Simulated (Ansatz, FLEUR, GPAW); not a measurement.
**One calculation of MnS, 3 ways**

```xyz
2
Lattice="0.0000 2.6045 2.6045 2.6045 0.0000 2.6045 2.6045 2.6045 0.0000" Properties=species:S:1:pos:R:3 pbc="T T T"
Mn    0.0000    0.0000    0.0000
S     2.6045    2.6045    2.6045
```

Alike in all runs: task band structure; functional RPBE; k mesh 9 × 9 × 9; occupations fermi-dirac, width 0.05 eV; collinear spin, ferromagnetic start; no spin-orbit coupling. The measured crystal is an antiferromagnetic insulator; the state found here is the runs' own. Pressure is positive in compression and, in plane waves, holds the error of the finite cutoff.

```tsv
program and potentials	plane-wave cutoff (eV)	notes	band gap (eV)	pressure (GPa)	net moment per atom (μB)
Ansatz, all-electron LAPW, scalar-relativistic	-	-	no gap	0.62	2.38
FLEUR, all-electron, FLAPW	-	-	no gap	-	2.43
GPAW, the program's PAW data sets (release 1.2.1) made for this functional	600	-	no gap	0.56	2.37
```

None finds a gap. The pressure spans 0.56 (GPAW, the program's PAW data sets (release 1.2.1) made for this functional) to 0.62 GPa (Ansatz, all-electron LAPW, scalar-relativistic), with all-electron results at 0.62. The net moment per atom spans 2.37 (GPAW, the program's PAW data sets (release 1.2.1) made for this functional) to 2.43 μB (FLEUR, all-electron, FLAPW), with all-electron results at 2.38 to 2.43. The state is the one that the start led to, which needn't be the lowest.

The functional is the same throughout but for its coding, so the spread measures potentials, basis and numerics; runs on potential files found faulty are left out.
